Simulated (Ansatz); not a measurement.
# BN: the cost of one run

Program: Ansatz 0.2.0. Level of theory: DFT r2SCAN, scalar-relativistic, plane waves, PAW. These are calculated values, not measurements.

1 further run of the same task is left out (set aside as unsound or not needed).

## Step 1: The starting structure

It takes space group P6_3mc (No. 186, hexagonal). Conventional cell: a = 3.183 Å, b = 3.183 Å, c = 5.184 Å, α = 90.00°, β = 90.00°, γ = 120.00°. Around Ga (site symmetry 3m) lie 4 N at 1.95 Å. N (site symmetry 3m) has 4 Ga at 1.95 Å as nearest neighbours.

Coordinates:

```
CELL_PARAMETERS angstrom
3.18310 0.00000 0.00000
-1.59155 2.75664 0.00000
0.00000 0.00000 5.18358
ATOMIC_POSITIONS crystal
Ga 0.66667 0.33333 0.49911
Ga 0.33333 0.66667 0.99911
N 0.66667 0.33333 0.87589
N 0.33333 0.66667 0.37589
```

It goes back to an entry of the Materials Project.

This cell was relaxed beforehand with the same method: volume 11.37 Å³/atom, gap on the mesh 2.35 eV.

## Step 2: The substitution Ga → B

BN starts from the relaxed positions of GaN, with all lengths scaled by 0.873, a guess from tabulated radii.

## Step 3: Quick check of gap, pressure and forces (BN)

input.yaml reads:

```yaml
crystal:
  lattice:
    - [2.7782282978, 0.0, 0.0]
    - [-1.3891141489, 2.4060162834, 0.0]
    - [0.0, 0.0, 4.5242658976]
  atoms:
    - { symbol: B, position: [0.6666666667, 0.3333333333, 0.4991072758] }
    - { symbol: B, position: [0.3333333333, 0.6666666667, 0.9991072758] }
    - { symbol: "N", position: [0.6666666667, 0.3333333333, 0.8758927242] }
    - { symbol: "N", position: [0.3333333333, 0.6666666667, 0.3758927242] }
basis:
  ecutwfc: 500
kpoints:
  mp_grid: { grid: [6, 6, 4] }
hamiltonian:
  xc: r2scan
scf:
  occupations: { method: gaussian, width: 0.1 }
output:
  forces: true
  stress: true
  eigenvalues: true
```

Run with:

```console
$ ansatz run input.yaml --threads 1 --pin off --max-ram 2560MiB --backend cpu --events-out ev --progress --plain --runs-dir out
```

Q: Estimate wall time and peak memory on 1 thread of Arm Neoverse V2, shared host.

About 2.2 s, with a peak of 0.34 GiB.
